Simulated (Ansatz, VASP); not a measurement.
# CaO (Lime) in two plane-wave programs

One calculation is typed for both programs; each brings its own data sets and cutoff. How far apart do they land? The cell is taken from a series of VASP runs on this material, whose earlier steps may have relaxed, scaled or displaced it; both programs get it as it stands. Other levels of theory on this material are compared in a session of their own.

Calculated with Ansatz 0.2.0; plane waves, with VASP 6.6.1 beside it; band structure at PBE with D3(BJ).

## 1. The starting structure

The structure is cubic, space group Fm-3m (No. 225). Conventional cell: a = 4.792 Å, b = 4.792 Å, c = 4.792 Å, α = 90.00°, β = 90.00°, γ = 90.00°. Ca has 6 O at 2.40 Å nearest. Nearest to O lie 6 Ca at 2.40 Å. Farther neighbours and most contacts between anions are not listed.

## 2. VASP: band structure, PBE with D3(BJ)

The same path points are solved in both programs, so levels can be compared one by one.

Lines of VASP's logs that name or quote its potential files are left out, and so is its time.

Contents of INCAR:

```
SYSTEM = CaO
PREC = Accurate
ENCUT = 520
EDIFF = 1E-06
NELM = 100
ISMEAR = 0
SIGMA = 0.05
LREAL = .FALSE.
ALGO = Normal
GGA = PE
IVDW = 12
NBANDS = 20
LORBIT = 11
LWAVE = .FALSE.
LCHARG = .FALSE.
KPAR = 2
```

Contents of POSCAR:

```
CaO
1.0
    0.0000000000      2.3961214898      2.3961214898
    2.3961214898      0.0000000000      2.3961214898
    2.3961214898      2.3961214898      0.0000000000
Ca O
1 1
Direct
    0.0000000000      0.0000000000      0.0000000000
    0.5000000000      0.5000000000      0.5000000000
```

Contents of KPOINTS:

```
Automatic mesh
0
Gamma
8 8 8
0 0 0
```

Contents of KPOINTS_OPT:

```
Line mode
16
Line-mode
Reciprocal
  0.00000000   0.00000000   0.00000000 GAMMA
  0.50000000   0.00000000   0.50000000 X

  0.50000000   0.00000000   0.50000000 X
  0.50000000   0.25000000   0.75000000 W

  0.50000000   0.25000000   0.75000000 W
  0.37500000   0.37500000   0.75000000 K

  0.37500000   0.37500000   0.75000000 K
  0.00000000   0.00000000   0.00000000 GAMMA

  0.00000000   0.00000000   0.00000000 GAMMA
  0.50000000   0.50000000   0.50000000 L

  0.50000000   0.50000000   0.50000000 L
  0.62500000   0.25000000   0.62500000 U

  0.62500000   0.25000000   0.62500000 U
  0.50000000   0.25000000   0.75000000 W

  0.50000000   0.25000000   0.75000000 W
  0.50000000   0.50000000   0.50000000 L

  0.50000000   0.50000000   0.50000000 L
  0.37500000   0.37500000   0.75000000 K

  0.62500000   0.25000000   0.62500000 U
  0.50000000   0.00000000   0.50000000 X
```

Potentials, in the order of the species: Ca_sv and O (PBE family, release 64).

Started as:

```sh
$ mpirun -np 2 vasp_std
```

Numbers of over 12 decimals in the logs are rounded to 6 here.

What it wrote:

```text
[banner, memory and clock lines left out]
running    2 mpi-ranks, on    1 nodes
 distrk:  each k-point on    1 cores,    2 groups
 distr:  one band on    1 cores,    1 groups

 POSCAR found type information on POSCAR CaO
 POSCAR found :  2 types and       2 ions
 LDA part: xc-table for (Slater+PW92), standard interpolation
 POSCAR, INCAR and KPOINTS ok, starting setup
 FFT: planning ... GRIDC
 FFT: planning ... GRID_SOFT
 FFT: planning ... GRID
 WAVECAR not read
 entering main loop
       N       E                     dE             d eps       ncg     rms          rms(c)
DAV:   1     0.131082395624E+03    0.13108E+03   -0.78774E+03  1160   0.822E+02
DAV:   2    -0.920513199443E+01   -0.14029E+03   -0.12929E+03  1268   0.248E+02
DAV:   3    -0.143951710240E+02   -0.51900E+01   -0.51349E+01  1500   0.474E+01
DAV:   4    -0.145069505986E+02   -0.11178E+00   -0.11174E+00  1412   0.642E+00
DAV:   5    -0.145095565053E+02   -0.26059E-02   -0.26058E-02  1436   0.897E-01    0.857E+00
DAV:   6    -0.128772336721E+02    0.16323E+01   -0.29575E+00  1316   0.165E+01    0.358E+00
DAV:   7    -0.127997814234E+02    0.77452E-01   -0.29221E-01  1312   0.467E+00    0.182E+00
DAV:   8    -0.127983474971E+02    0.14339E-02   -0.89612E-02  1516   0.244E+00    0.532E-01
DAV:   9    -0.127959567565E+02    0.23907E-02   -0.44792E-03  1348   0.480E-01    0.119E-01
DAV:  10    -0.127966046861E+02   -0.64793E-03   -0.62949E-04  1308   0.187E-01    0.561E-02
DAV:  11    -0.127965773665E+02    0.27320E-04   -0.33240E-05  1564   0.654E-02    0.673E-03
DAV:  12    -0.127965776462E+02   -0.27976E-06   -0.74644E-06  1316   0.192E-02
   1 F= -.13345928E+02 E0= -.13345928E+02  d E =-.135390E-28
 Start KPOINTS_OPT (optional k-point list driver)
k-point batch [1-29\160]
       N       E                     dE             ncg
DAV:   1    -0.129774696596E+04   -0.16382E+05     1160
DAV:   2    -0.516970764541E+04   -0.38720E+04     1256
DAV:   3    -0.530569886589E+04   -0.13599E+03     1512
DAV:   4    -0.530837158225E+04   -0.26727E+01     1424
DAV:   5    -0.530841500499E+04   -0.43423E-01     1472
DAV:   6    -0.530841608074E+04   -0.10757E-02     1420
DAV:   7    -0.530841610796E+04   -0.27223E-04     1412
DAV:   8    -0.530841610854E+04   -0.58038E-06      912
[...]
k-point batch [146-160\160]
       N       E                     dE             ncg
DAV:   1     0.816128797536E+04   -0.11372E+05      600
DAV:   2     0.624217797340E+04   -0.19191E+04      660
DAV:   3     0.617496268951E+04   -0.67215E+02      828
DAV:   4     0.617378250602E+04   -0.11802E+01      672
DAV:   5     0.617376160664E+04   -0.20899E-01      816
DAV:   6     0.617376112198E+04   -0.48466E-03      652
DAV:   7     0.617376111005E+04   -0.11935E-04      812
DAV:   8     0.617376110980E+04   -0.25111E-06      452
```

From OUTCAR (step 2):

```text
ion  position               nearest neighbor table
   1  0.000  0.000  0.000-   2 2.40   2 2.40   2 2.40   2 2.40   2 2.40   2 2.40
   2  0.500  0.500  0.500-   1 2.40   1 2.40   1 2.40   1 2.40   1 2.40   1 2.40

  LATTYP: Found a face centered cubic cell.
 ALAT       =     4.7922429796

 Subroutine GETGRP returns: Found 48 space group operations
 (whereof 48 operations were pure point group operations)

The static configuration has the point symmetry O_h .

 Found     29 irreducible k-points:

   k-points           NKPTS =     29   k-points in BZ     NKDIM =     29   number of bands    NBANDS=     20

   dimension x,y,z NGX =    28 NGY =   28 NGZ =   28
   dimension x,y,z NGXF=    56 NGYF=   56 NGZF=   56

   ENCUT  =  520.0 eV  38.22 Ry    6.18 a.u.   6.30  6.30  6.30*2*pi/ulx,y,z

   NELECT =      16.0000    total number of electrons

 k-points in reciprocal lattice and weights: Automatic mesh
   0.00000000  0.00000000  0.00000000       0.002
   0.12500000  0.00000000  0.00000000       0.016
   0.25000000  0.00000000  0.00000000       0.016
   0.37500000  0.00000000  0.00000000       0.016
   0.50000000  0.00000000  0.00000000       0.008
   0.12500000  0.12500000  0.00000000       0.012
   0.25000000  0.12500000  0.00000000       0.047
   0.37500000  0.12500000  0.00000000       0.047
   0.50000000  0.12500000  0.00000000       0.047
[...]
-0.37500000  0.50000000  0.12500000       0.023
  -0.25000000  0.50000000  0.25000000       0.012

 average (electrostatic) potential at core
       1 -43.8889       2 -70.1520

 E-fermi :   2.7807

 k-point     1 :       0.0000    0.0000    0.0000
  band No.  band energies     occupation
    ...
      4     -15.9581      2.00000
      5     -13.1488      2.00000
      6       2.4007      2.00000
      7       2.4007      2.00000
      8       2.4007      2.00000
      9       7.1856      0.00000
     10       8.6468      0.00000
     11       8.6468      0.00000
     12       8.6468      0.00000
     13      10.1677      0.00000
    ...

 k-point     2 :       0.1250    0.0000    0.0000
  band No.  band energies     occupation
    ...
      4     -15.9663      2.00000
      5     -12.9176      2.00000
      6       1.8636      2.00000
      7       2.1867      2.00000
      8       2.1867      2.00000
      9       7.8704      0.00000
     10       8.6087      0.00000
     11       8.9140      0.00000
     12       8.9140      0.00000
     13      10.5407      0.00000
    ...

 k-point     3 :       0.2500    0.0000    0.0000
  band No.  band energies     occupation
    ...
      4     -15.9858      2.00000
      5     -12.4532      2.00000
      6       0.8560      2.00000
      7       1.7290      2.00000
      8       1.7290      2.00000
      9       8.6823      0.00000
     10       9.3332      0.00000
     11       9.6149      0.00000
     12       9.6149      0.00000
     13      11.4375      0.00000
    ...

 Edisp (eV)   -0.54935

  Total      -0.00332    -0.00332    -0.00332     0.00000    -0.00000     0.00000
  in kB      -0.19359    -0.19359    -0.19359     0.00000    -0.00000     0.00000
  external pressure =       -0.19 kB  Pullay stress =        0.00 kB

  energy-cutoff  :      520.00
  volume of cell :       27.51
      direct lattice vectors                 reciprocal lattice vectors
     0.000000000  2.396121490  2.396121490    -0.208670555  0.208670555  0.208670555
     2.396121490  0.000000000  2.396121490     0.208670555 -0.208670555  0.208670555
     2.396121490  2.396121490  0.000000000     0.208670555  0.208670555 -0.208670555

 POSITION                                       TOTAL-FORCE (eV/Angst)
 -----------------------------------------------------------------------------------
      0.00000      0.00000      0.00000        -0.000000     -0.000000     -0.000000
      2.39612      2.39612      2.39612         0.000000      0.000000      0.000000
 -----------------------------------------------------------------------------------
    total drift:                                0.000000      0.000000      0.000000

  FREE ENERGIE OF THE ION-ELECTRON SYSTEM (eV)
  ---------------------------------------------------
  free  energy   TOTEN  =       -13.3459280964 eV

  energy  without entropy=      -13.3459280964  energy(sigma->0) =      -13.34592810

 total charge
# of ion       s       p       d       tot
------------------------------------------
    1        2.042   5.883   0.305   8.230
    2        1.550   3.456   0.000   5.006
--------------------------------------------------
tot          3.592   9.339   0.305  13.236

[... 3 further parts left out ...]
```

The run ends at a pressure of -0.02 GPa.

## 3. Ansatz: band structure, PBE with D3(BJ)

Ansatz runs on its default PAW (the set named soft_2) files.

The same cell, functional, mesh and smearing now go to Ansatz, which takes its cutoff from its data sets.

Contents of input.yaml:

```yaml
crystal:
  lattice:
    - [0.0, 2.3961214898, 2.3961214898]
    - [2.3961214898, 0.0, 2.3961214898]
    - [2.3961214898, 2.3961214898, 0.0]
  atoms:
    - { symbol: Ca, position: [0.0, 0.0, 0.0] }
    - { symbol: O, position: [0.5, 0.5, 0.5] }
hamiltonian:
  xc: pbe
  pseudopotentials: { kind: paw }
  dispersion: d3bj
kpoints:
  mp_grid: { grid: [8, 8, 8] }
  band_path:
    path:
      - [0.0, 0.0, 0.0]
      - [0.16667, 0.0, 0.16667]
      - [0.33333, 0.0, 0.33333]
      - [0.5, 0.0, 0.5]
      - [0.5, 0.08333, 0.58333]
      - [0.5, 0.18333, 0.68333]
      - [0.5, 0.25, 0.75]
      - [0.45, 0.3, 0.75]
      - [0.40833, 0.34167, 0.75]
      - [0.35, 0.35, 0.7]
      - [0.225, 0.225, 0.45]
      - [0.075, 0.075, 0.15]
      - [0.03333, 0.03333, 0.03333]
      - [0.23333, 0.23333, 0.23333]
      - [0.4, 0.4, 0.4]
      - [0.51667, 0.46667, 0.51667]
      - [0.55833, 0.38333, 0.55833]
      - [0.60833, 0.28333, 0.60833]
      - [0.60833, 0.25, 0.64167]
      - [0.55833, 0.25, 0.69167]
      - [0.51667, 0.25, 0.73333]
      - [0.5, 0.3, 0.7]
      - [0.5, 0.38333, 0.61667]
      - [0.5, 0.48333, 0.51667]
      - [0.475, 0.475, 0.55]
      - [0.425, 0.425, 0.65]
      - [0.38333, 0.38333, 0.73333]
      - [0.59167, 0.18333, 0.59167]
      - [0.55, 0.1, 0.55]
      - [0.5, 0.0, 0.5]
    npoints: 1
scf:
  occupations: { method: gaussian, width: 0.05 }
  n_extra_bands: 7
output:
  forces: true
  stress: true
  eigenvalues: true
  write_density: true
  write_potential: true
  elf: true
  volumetric_format: npy
```

Started as:

```sh
$ ansatz run input.yaml --threads 2 --pin off --max-ram 4608MiB --backend cpu --events-out ev --progress --plain --runs-dir out
```

What it wrote:

```text
scf.n_extra_bands = 7 over 8 filled bands (N_el = 16.0): the run solves 15 bands
Engine: ansatz 0.2.0, aarch64-unknown-linux-gnu
Pseudopotentials: kind: paw
Pseudopotential: Ca, paw, valence charge 10, recommended cutoff 420 eV (normal), Ca.paw.azcp
Pseudopotential: O, paw, valence charge 6, recommended cutoff 420 eV (normal), O.paw.azcp
Functional definition: PBE
  parameter kappa = 0.804
  parameter beta = 0.066725
  exchange = pbe_x(kappa = kappa, mu = beta*pi^2/3)
  correlation = pbe_c(beta = beta)
Crystal: 2 atoms, lattice volume = 27.514 Å³
Basis set: ecut = 420 eV, 537 PW (Γ), exchange–correlation on 48×48×48 points (8 copies of the dense FFT grid, shifted against one another)
Bands: 15, of which v1, the nominal top of the filled ones, is band 8 counted from 1 (7 counted from 0)
Symmetry: 48 space group operations
Space group: Fm-3m (ITA 225), of the structure as read, at distance tolerance 3.0e-5 Å
k-points: 29 of 512
Non-local potential: Ca, projectors of the file, l = 0: 3, l = 1: 2, l = 2: 2
Non-local potential: O, projectors of the file, l = 0: 2, l = 1: 2, l = 2: 1
PAW form: soft (Blöchl's): semilocal exchange-correlation on the pseudo side does not see the compensation charge
PAW one-centre angular grid: Ca, 110 points (default); XC on 64 Gauss nodes
PAW one-centre angular grid: O, 110 points (default); XC on 64 Gauss nodes
Initial density: superposition of atomic densities (neutral atoms: chi_scale 0, normalization atom), corrected by the library's trained network
Initial wavefunctions: pseudopotential atomic-orbital guess
Functional: x = pbe(κ = 0.804, μ = 0.219515), c = pbe(β = 0.066725)
SCF iter   1: F=—  HF=-2388.266810 eV  |F-HF|=—  |Δ(HF+E_count)|=         —  Δρ=6.85e-4  dr2=6.96e-5  ethr=1.77e-3  ⟨swp⟩=7.5  Hψ=2941  notcnv=0  defer=12
preconditioner: auto → none  [insulator: Δε(μ)=3.651 eV  Ē_g=20.035 eV  σ=0.050 eV  W_gap=1.00  n_scr=8 (ndim 8)  ℏωp=26.5 eV  f_vac=0.000  D(μ)=0.00/eV (n_scr^D=0)  ε∞_Penn≈2.7]
SCF iter   2: F=—  HF=-2388.266878 eV  |F-HF|=—  |Δ(HF+E_count)|=   6.84e-5  Δρ=5.75e-4  dr2=8.84e-5  ethr=4.35e-7  ⟨swp⟩=2.4  Hψ=905  notcnv=0  defer=21
SCF iter   3: F=—  HF=-2388.266892 eV  |F-HF|=—  |Δ(HF+E_count)|=   1.43e-5  Δρ=3.45e-4  dr2=3.22e-5  ethr=4.35e-7  ⟨swp⟩=1.0  Hψ=400  notcnv=0  defer=21
SCF iter   4: F=—  HF=-2388.266916 eV  |F-HF|=—  |Δ(HF+E_count)|=   2.40e-5  Δρ=4.37e-5  dr2=2.28e-7  ethr=2.01e-7  ⟨swp⟩=2.0  Hψ=485  notcnv=0  defer=21
SCF iter   5: F=—  HF=-2388.266917 eV  |F-HF|=—  |Δ(HF+E_count)|=   6.16e-7  Δρ=4.47e-5  dr2=5.80e-7  ethr=1.43e-9  ⟨swp⟩=2.1  Hψ=512  notcnv=0  defer=21
SCF iter   6: F=-2388.266917 eV  HF=-2388.266917 eV  |F-HF|=8.07e-8  |Δ(HF+E_count)|=   1.08e-7  Δρ=1.80e-5  dr2=9.27e-8  ethr=6.25e-10  ⟨swp⟩=8.9  Hψ=2506  notcnv=0
SCF 1 converged in 6 iterations: F = -2388.266917 eV  dr2 = 9.27e-8
  greatest PAW one-centre occupation: 0.995 electrons in one spin orbital (limit 2), on the Ca atom at site 0 (counted from 0), in its partial waves of l = 0
NSCF: frozen V_eff on 30 k-points
SCF converged after 6 iterations
Free energy (F): -2388.266917 eV
Harris-Foulkes:  -2388.266917 eV  (|F-HF|=8.07e-8)
Internal energy: -2388.266917 eV  (E = F + TS)
E sigma→0 (E₀):  -2388.266917 eV
Fermi energy:    9.618333 eV
--- Per-component energies (eV) ---
  E_band       = -99.119755
  E_kinetic    = 456.541392
  E_local      = -886.974341  (includes V_loc(G=0)·N_el)
  E_nonlocal   = 111.537992
  E_hartree    = 294.195944
  E_xc         = -213.405939
  E_vxc        = -268.509653  (∫ρ·V_xc dr)
  E_paw        = -1016.347539  (= ΣΔE_a)
  E_vpaw       = -100.105094  (= ΣTr[D̂ρ^β])
  E_aug_tail   = 0.002423  (compensation charges beyond the density's cutoff)
  E_ewald      = -1133.267338
  E_disp       = -0.549510  (pairwise vdW)
  E_smearing   = -0.000000  (= −TS)
  E_closure    = 0.000000  (closes the sum)
  Σ components = -2388.266917   (vs F -2388.266917, Δ=0.00e0)
--- Forces (eV/Å), atoms counted from 1 ---
  atom   1  Ca    -0.00000000     0.00000000    -0.00000000
  atom   2  O      0.00000000    -0.00000000    -0.00000000
  max |Σ_I F_I| component: 1.51e-29 eV/Å
--- Stress (GPa, compression-positive) ---
       -0.624206      -0.000000       0.000000
       -0.000000      -0.624206      -0.000000
       -0.000000      -0.000000      -0.624206
  P = ⅓ Tr σ = -0.6242 GPa (-6.242 kbar)
--- Band table (eV; the first three rows and the last of 29) ---
  k-point 0: bands = [... 4 lower, -7.7410, 7.7919, 7.7919, 7.7919, 12.5958, 14.0521, 14.0521, 14.0521, ... 3 higher]
  k-point 1: bands = [... 4 lower, -7.5126, 7.2582, 7.5803, 7.5803, 13.2794, 14.0119, 14.3177, 14.3177, ... 3 higher]
  k-point 2: bands = [... 4 lower, -7.0529, 6.2561, 7.1270, 7.1270, 14.0829, 14.7403, 15.0150, 15.0150, ... 3 higher]
  k-point 28: bands = [... 4 lower, -7.1047, 6.5012, 6.7372, 6.7372, 14.1418, 14.1418, 16.2449, 17.3944, ... 3 higher]
```

It took 1.5 s on 2 threads of Arm Neoverse N1, shared host; peak memory 0.25 GiB.

## 4. Comparison

Known differences besides the potentials themselves: the cutoff is 420 eV in Ansatz and 520 eV in VASP; VASP leaves aspherical gradient terms in its spheres out (LASPH is not set), Ansatz keeps them. Total energies have different zeros and are not compared.

Both answers:

```
                                        quantity  Ansatz   VASP  difference
                                  pressure (GPa)   -0.62  -0.02       -0.60
pressure without Ansatz's Pulay correction (GPa)   -1.04  -0.02       -1.02
                   gap over the path points (eV)   3.653  3.632      +0.021
```

Levels at points of the path, from each program's valence-band top (eV; 3 filled, then empty):

```
k (reciprocal lattice)                            Ansatz                              VASP
     0.000 0.000 0.000     0.00 0.00 0.00 4.80 6.26 6.26     0.00 0.00 0.00 4.79 6.25 6.25
     0.167 0.000 0.167  -1.21 -0.19 -0.19 5.40 5.93 7.22  -1.22 -0.19 -0.19 5.39 5.91 7.21
     0.333 0.000 0.333  -1.70 -0.36 -0.36 4.15 7.44 8.62  -1.70 -0.36 -0.36 4.13 7.43 8.62
     0.500 0.000 0.500  -1.29 -0.37 -0.37 3.65 8.12 8.95  -1.30 -0.37 -0.37 3.63 8.11 8.95
     0.500 0.083 0.583  -1.28 -0.62 -0.52 4.05 8.26 8.94  -1.28 -0.62 -0.52 4.03 8.25 8.94
     0.500 0.183 0.683  -1.18 -1.15 -0.86 5.29 7.45 8.42  -1.19 -1.16 -0.87 5.28 7.44 8.42
     0.500 0.250 0.750  -1.29 -1.05 -1.05 6.35 6.35 8.45  -1.30 -1.06 -1.06 6.34 6.34 8.45
     0.450 0.300 0.750  -1.31 -1.15 -0.91 5.63 7.19 8.50  -1.32 -1.16 -0.92 5.62 7.18 8.50
     0.408 0.342 0.750  -1.33 -1.20 -0.81 5.26 7.81 8.60  -1.34 -1.20 -0.82 5.25 7.81 8.59
     0.350 0.350 0.700  -1.59 -1.16 -0.90 5.68 7.68 8.70  -1.59 -1.16 -0.91 5.67 7.68 8.70
```

Among the levels compared at these points, filled levels agree within 14 meV and empty ones within 21 meV. Ansatz's pressure holds a Pulay correction of 0.41 GPa; VASP's holds none.

## 5. Outcome

- difference in gap over the path points (band structure, PBE with D3(BJ)): 0.021 eV
- difference in pressure (band structure, PBE with D3(BJ)): -0.60 GPa

The difference in pressure is -0.60 GPa (band structure, PBE with D3(BJ)), within the 1 GPa picked in this series as the mark of a large difference. 4 further runs of this series are not shown here. Such differences can come from data sets, numerical settings and the points named under the comparisons, not from the functional's error against experiment.

[Lines on the potential files, build, host, timing and source positions are cut from VASP's logs without a mark.]

[Logs are printed without paths, hosts, clocks, repeated set-up lines and the standing remarks that a program may print on its own settings, such as how far it seeks lower states.]

[Hosts, paths, dates, database ids (printed as entryN), source tags and the programs' standing remarks are cut or masked in the printed files.]
